**Question**

Crystalline WS₂ with rhombohedral stacking of its layers is scaled to seven volumes. The ratio of height to in-plane edge, c/a, stays fixed, and the atoms are relaxed inside each cell with the r2SCAN+rVV10 functional, while the gaps come from plain r2SCAN. The shortest distance is the W–S bond.

Rhombohedral WS₂ (space group R3m), computed with Ansatz 0.2.0: r2SCAN gaps at r2SCAN+rVV10 geometries, without spin polarisation or spin–orbit coupling. PAW and plane waves to 500 eV, 10×10×10 k mesh for the three-atom cell; c/a refers to the hexagonal cell. The gaps are the least found on the mesh, at named k points and on any paths between them.

| volume (Å³/atom) | c/a | shortest distance (Å) | band gap (eV) | least direct gap (eV) |
| --- | --- | --- | --- | --- |
| 16.692 | 5.8996 | 2.385 | 1.045 | 2.382 |
| 17.444 | 5.8997 | 2.397 | 1.125 | 2.154 |
| 18.114 | 5.8996 | 2.407 | 1.180 | 1.971 |
| 18.942 | 5.8998 | 2.419 | 0.998 | 1.765 |
| 20.376 | 5.8997 | 2.439 | 0.599 | 1.488 |
| 20.731 | 5.8996 | 2.445 | 0.516 | 1.439 |
| 20.904 | 5.8996 | 2.447 | 0.475 | 1.412 |

The band gap runs from the highest filled to the lowest empty state, wherever in reciprocal space they lie. The least direct gap joins two states at the same wave vector.

The same calculations also give the places of the band edges. The highest filled state lies at T, the zone-boundary point on the stacking axis, in every row. The lowest empty state lies at Q, about midway between the zone centre Γ and the in-plane corner K, in the three smallest cells, and at or very near K in the four larger ones. The least direct gap sits at or very near K in every row.

(a) Why does the band gap pass through a maximum when the least direct gap does not?

(b) How far above the Q valley does the K valley lie at 18.114 Å³ per atom, and where do the two cross?

(c) Why does the direct gap at K close as the crystal expands?

(d) A student argues: "Expansion pulls the layers apart. A single layer has a direct gap, so the band gap must move towards the direct one." Do the four largest cells bear this out?

**Model answer**

(a) The conduction band has two valleys that compete for the lowest place, and expansion moves them in opposite directions relative to the valence top at T. The gap from T to Q widens by 0.135 eV over the three smallest cells. The gap from T to K narrows by 0.523 eV over the four larger ones. The band gap is always the smaller of the two, so it rises while Q is lowest and falls once K has taken over. The least direct gap stays at K throughout, changes no valley, and therefore has no kink.

The valleys differ because their states are built differently. At K the lowest empty state is mainly a tungsten $d_{z^2}$ orbital, antibonding between neighbouring tungsten atoms, so it comes down when these atoms move apart. The Q state contains more sulphur and feels the next layer more strongly. Weaker contact between layers should raise the bottom of the Q valley and lower the valence top at T, which may contribute to the slow widening. The stretch within the layers shifts both states as well, and these cells cannot separate the two effects. These orbital pictures are standard chemistry. The calculations used here locate the valleys but do not show their orbital make-up.

(b) In the four larger cells the lowest empty state and the direct gap share one wave vector. Subtracting the band gap from the direct gap therefore removes the conduction state and leaves a pure valence quantity, the height $\Delta$ of T above K:

$$\Delta = E_\mathrm{direct} - E_\mathrm{gap}.$$

It is 0.767 eV at 18.942 Å³ and 0.937 eV at 20.904 Å³ per atom. A straight line in the logarithm of the volume $V$ through these two cells has the slope

$$\frac{0.937-0.767}{\ln(20.904/18.942)} = 1.72\ \text{eV}.$$

Carried back to 18.114 Å³, where the K valley is hidden above Q, the line gives

$$\Delta \approx 0.767 - 1.72\,\ln\frac{18.942}{18.114} = 0.69\ \text{eV}.$$

The gap from T to K is then $1.971-0.69=1.28$ eV. The band gap there, which belongs to Q, is 1.180 eV, so K lies about 0.10 eV higher.

Extending both valleys towards each other puts the crossing near 18.3 Å³ per atom, only about 1 % above the volume of the unstrained cell. The peak is thus a sharp corner between two rows, and the largest tabulated gap lies just short of it. Spin–orbit coupling is absent from these calculations. It is expected to split the Q valley much more than the K valley, which would lower the bottom of Q and move the crossing to a larger volume.

(c) The filled and empty states at K are both mainly tungsten $d$ states, and the overlap of neighbouring tungsten atoms helps to hold them apart. From the smallest to the largest cell the W–W distance grows by 7.8 %, but the W–S bond by only 2.6 %. The sulphur atoms sink towards the tungsten plane and so spare their bonds most of the stretch. The direct overlap between tungsten atoms should therefore suffer more.

A rough test lets the whole direct gap scale like the coupling between two $d$ orbitals, with the inverse fifth power of their distance. Starting from the smallest cell, this predicts for the largest

$$\frac{2.382\ \text{eV}}{1.078^5} = 1.64\ \text{eV}.$$

The calculation gives 1.412 eV, so the rule yields about three quarters of the fall. Scaling with the W–S bond instead, by the inverse seventh power usual for a shift caused by $p$–$d$ coupling, leaves the gap at 1.99 eV. The comparison favours the W–W distance without proving it. A real gap also contains orbital energies that need not scale in this way, and the sinking sulphur atoms change the bond angles, which alters the $p$–$d$ coupling even at a fixed bond length.

(d) No. The layers do move apart: the space between facing sulphur planes grows from 3.24 to 3.51 Å over the four largest cells. Yet the valence top at T climbs away from the valence state at K, by 0.17 eV. The band gap moves further from the direct gap, not closer to it.

The student has the right physics for one of two effects. The state at T is antibonding between layers, so separating them should lower it towards K. Stretching the layers themselves acts the other way: in single layers, too, tension is known to raise the valence state at Γ above the one at K, and T has the same in-plane wave vector as Γ. In these cells both changes happen together, and the sign of the result suggests that the stretch wins.

**Remarks on the reasoning**

The decisive step in (a) is to ask where the band edges lie before drawing a curve through the gaps. A single smooth curve would treat the maximum as a property of one pair of states, which it is not. The program therefore fits one straight line in $\ln V$ to the three Q cells and another to the four K cells. Each meets its own rows to within 0.01 eV, and the printed output below gives the details. In handy terms, 1 % more volume widens the gap from T to Q by about 17 meV and narrows the gap from T to K by about 53 meV.

The subtraction in (b) also shows why the band gap falls faster than the direct gap in the larger cells. Of the 0.523 eV lost, 0.353 eV is the closing of the direct gap at K and the remaining third is the rise of T above K. This split is exact arithmetic on the table. In the three smallest cells the same subtraction would mix two conduction valleys and have no such meaning.

The hidden K valley at 18.114 Å³ is an extrapolation, and no row gives its energy directly. The line for $\Delta$ can be tried on a cell that did not define it: at 20.376 Å³ it gives $0.767+1.72\,\ln(20.376/18.942)=0.89$ eV, as computed. A straight line through the T–K gaps themselves puts the K valley only about 0.05 eV above Q. The order of the valleys is safe within this calculation, but their distance is known only to a few hundredths of an electronvolt.

Missing spin–orbit coupling matters more for $\Delta$ and the direct gap than for the direction of the trends. It splits the valence band of WS₂ at K by roughly 0.4 eV, which raises the upper state there. With this coupling included, the computed direct gap and the height of T above K should therefore both come out smaller. A functional of this kind also tends to give gaps that are too small, so the absolute values should not be used as design data.

For a multilayer WS₂ transistor channel, the practical point is how close the two valleys lie near the unstrained volume. Between 18.114 and 18.942 Å³ the cell edges grow by only 1.5 %, and the lowest empty state passes from Q to K in these calculations. With spin–orbit coupling the change is expected to need a somewhat larger stretch. Beyond it, electrons would occupy valleys of different number and effective mass, so strain can alter transport through the change of valley as well as through the gap. A film stretched by its substrate is free to adjust its layer spacing, however, which these cells are not. Calculations that stretch the in-plane edge and let the layer spacing relax would show how much of the shift survives.

Numerical output:

```
Geometry and estimates:
     row  W-W stretch %  W-S stretch %  S-S layer thickness A  space between layers A  direct minus gap eV  T-K gap (estimated in Q rows) eV  direct gap by W-W power -5 eV  direct gap by W-S power -7 eV
  16.692              0              0                   3.17                   2.899                1.337                             1.833                          2.382                          2.382
  17.444          1.479         0.5031                  3.147                   3.013                1.029                             1.529                          2.213                            2.3
  18.114          2.763         0.9224                  3.124                   3.113                0.791                             1.281                          2.079                          2.234
  18.942          4.304          1.426                  3.096                   3.235                0.767                             0.998                          1.929                          2.157
  20.376          6.873          2.264                  3.047                    3.44                0.889                             0.599                          1.708                          2.036
  20.731          7.491          2.516                  3.039                   3.485                0.923                             0.516                           1.66                          2.002
  20.904          7.789            2.6                  3.032                    3.51                0.937                             0.475                          1.637                           1.99
fit of band_gap on 3 rows (inK < 0.5): constant 1.183 +/- 0.0053, coefficient of x 1.656 +/- 0.1; rms 0.00341, worst 17.444 -0.00481, leave-one-out rms 0.0126
  rows outside the fit (model, value, miss): 18.942 1.257, 0.998, 0.259; 20.376 1.377, 0.599, 0.778; 20.731 1.406, 0.516, 0.89; 20.904 1.42, 0.475, 0.945
fit of band_gap on 4 rows (inK > 0.5): constant 1.234 +/- 0.01, coefficient of x -5.334 +/- 0.085; rms 0.00469, worst 20.376 0.00784, leave-one-out rms 0.0238
  rows outside the fit (model, value, miss): 16.692 1.671, 1.045, 0.626; 17.444 1.436, 1.125, 0.311; 18.114 1.234, 1.18, 0.0545
Crossing volume from extended valence offset, A^3/atom: 18.34
Crossing volume from two straight lines, A^3/atom: 18.25
Estimated K valley above Q valley at 18.114, eV: 0.1011
Rise of T-Q gap, 16.692 to 18.114, eV: 0.135
Fall of T-K gap, 18.942 to 20.904, eV: 0.523
of which closing of the direct gap at K, eV: 0.353
of which rise of valence T over valence K, eV: 0.17
Share of the closing direct gap, %: 67.5
Fall of least direct gap over all rows, eV: 0.97
```
